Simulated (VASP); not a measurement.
Input:

```
CELL_PARAMETERS angstrom
      4.26280     0.00000     0.00000
      0.00000     6.02851     0.00000
      0.00000     0.00000    27.93541
ATOMIC_POSITIONS crystal
  Na 0.00000 0.00000 0.30926
  Na 0.50000 0.50000 0.38555
  Na 0.00000 0.00000 0.46185
  Na 0.50000 0.50000 0.53815
  Na 0.00000 0.00000 0.61445
  Na 0.50000 0.50000 0.69074
  Br 0.50000 0.00000 0.38555
  Br 0.00000 0.50000 0.30926
  Br 0.50000 0.00000 0.53815
  Br 0.00000 0.50000 0.46185
  Br 0.50000 0.00000 0.69074
  Br 0.00000 0.50000 0.61445
```

All values below come from PBE GGA, VASP's PBE PAW potentials (set 64) (plane waves; VASP). Numerical set-up: PREC = Normal, EDIFF = 1E-5, 400 eV cut-off, 5×4×1 Γ-centred mesh, Gaussian smearing of 0.050 eV, potentials Na_pv Br.

Problem. The ions are relaxed. Predict the relaxed structure.

Solution. 
```
CELL_PARAMETERS angstrom
      4.26280     0.00000     0.00000
      0.00000     6.02851     0.00000
      0.00000     0.00000    27.93541
ATOMIC_POSITIONS crystal
  Na 0.00000 0.00000 0.31735
  Na 0.50000 0.50000 0.37995
  Na 0.00000 0.00000 0.46433
  Na 0.50000 0.50000 0.53567
  Na 0.00000 0.00000 0.62005
  Na 0.50000 0.50000 0.68265
  Br 0.50000 0.00000 0.38621
  Br 0.00000 0.50000 0.30728
  Br 0.50000 0.00000 0.53988
  Br 0.00000 0.50000 0.46012
  Br 0.50000 0.00000 0.69272
  Br 0.00000 0.50000 0.61379
```

Problem. How much energy does the relaxation gain?

Solution. The energy (σ→0) changes by -8.5 meV/atom, in 12 ionic steps.

The cell is a thin slab with vacuum, built from NaBr (rock salt): (110) face.
